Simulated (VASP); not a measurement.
Set up this calculation in VASP 6.6.1, as the native input.

```
Task                   : relaxation of cell and atoms
Functional             : PBE
Potentials or basis    : VASP PAW PBE potentials, release 64 (Sn_d, Te)
Cutoff                 : 600 eV
k mesh                 : 10 × 10 × 10
Occupations            : gaussian, width 0.03 eV
Spin                   : no spin polarisation
Further INCAR settings : ALGO = Normal; EDIFF = 1e-06; IBRION = 2; EDIFFG = -0.01; NSW = 90; ISIF = 3
```

The structure of SnTe lies in POSCAR:

```
SnTe
1.0
    0.0000000000      3.1508500000      3.1508500000
    3.1508500000      0.0000000000      3.1508500000
    3.1508500000      3.1508500000      0.0000000000
Sn Te
1 1
Direct
    0.0000000000      0.0000000000      0.0000000000
    0.5000000000      0.5000000000      0.5000000000
```

One way to write it, as run:

INCAR

```
SYSTEM = SnTe
PREC = Accurate
ENCUT = 600
EDIFF = 1E-6
ISMEAR = 0
SIGMA = 0.03
LREAL = .FALSE.
LASPH = .TRUE.
NELM = 80
ALGO = Normal
ISIF = 3
LWAVE = .FALSE.
LCHARG = .FALSE.
GGA = PE
IBRION = 2
NSW = 90
EDIFFG = -0.01
```

KPOINTS

```
regular mesh
0
G
  10 10 10
  0 0 0
```

Potentials or basis: VASP PAW PBE potentials, release 64 (Sn_d, Te).

Command:

```sh
$ cat potpaw_PBE.64/Sn_d/POTCAR potpaw_PBE.64/Te/POTCAR > POTCAR
$ mpirun -np 1 vasp_std > vasp.out
```

It gave:

```json
{
 "Relaxed volume": "32.93 Å³/atom",
 "Relaxed cell": "a = 4.533 Å, b = 4.533 Å, c = 4.533 Å, α = 60.00°, β = 60.00°, γ = 60.00°",
 "Space group after relaxing (to 0.05 Å)": "Fm-3m (No. 225)",
 "Energy gained by relaxing": "11.1 meV/atom",
 "Ionic steps": "3",
 "Pressure after relaxing": "0.0 GPa",
 "Band gap on the k mesh": "0.05 eV, direct"
}
```

Caveat: spin-orbit coupling is left out, which moves the levels of the heavy elements.

Run time: 53 s on 1 thread of Intel(R) Xeon(R) Platinum 8488C (Sapphire Rapids) (shared host), peak memory 0.25 GiB.
